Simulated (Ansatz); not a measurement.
Runs of Ansatz 0.2.0 on BP. It takes space group F-43m (No. 216, cubic). The conventional cell has a = 4.538 Å, b = 4.538 Å, c = 4.538 Å, α = 90.00°, β = 90.00°, γ = 90.00°. Around P (site symmetry -43m) lie 4 B at 1.97 Å. Around B (site symmetry -43m) lie 4 P at 1.97 Å. 

| task | level | potentials or basis | cell | cutoff (eV) | points for each segment of the path | gap on the mesh (eV) | pressure (GPa) | relaxed volume (Å³/atom) |
| --- | --- | --- | --- | --- | --- | --- | --- | --- |
| band structure | SVWN5 | Ansatz PAW | as given | 420 | 14 | 1.19 | -5.3 | - |
| band structure | LDA | JTH PAW LDA | as given | 870 | 14 | 1.19 | -5.3 | - |
| relaxation of cell and atoms | revPBE | Ansatz PAW | relaxed | 420 | - | (a) | 0.0 | 11.92 |
| band structure | PBEsol | Ansatz PAW | as given | 420 | 14 | (b) | -2.0 | - |
| relaxation of cell and atoms | BLYP+D3(BJ) | Ansatz PAW | relaxed | 420 | - | 1.49 | 0.0 | 11.43 |

Alike in all rows: no spin polarisation; k mesh 10 × 10 × 10; smearing fermi-dirac 0.05 eV.

Task: Fill in the values left out.

Result: (a) 1.29; (b) 1.13.

Caveats: the PAW data sets come from PBE, with cores solved anew for the run's functional, which leaves a small shift of forces and pressure (some runs); the plane-wave basis is chosen anew once the cell has moved, so the energies of steps on either side of that aren't comparable (some runs).

A k mesh can miss the band edges.

Runs at the PBE level aren't shown here.
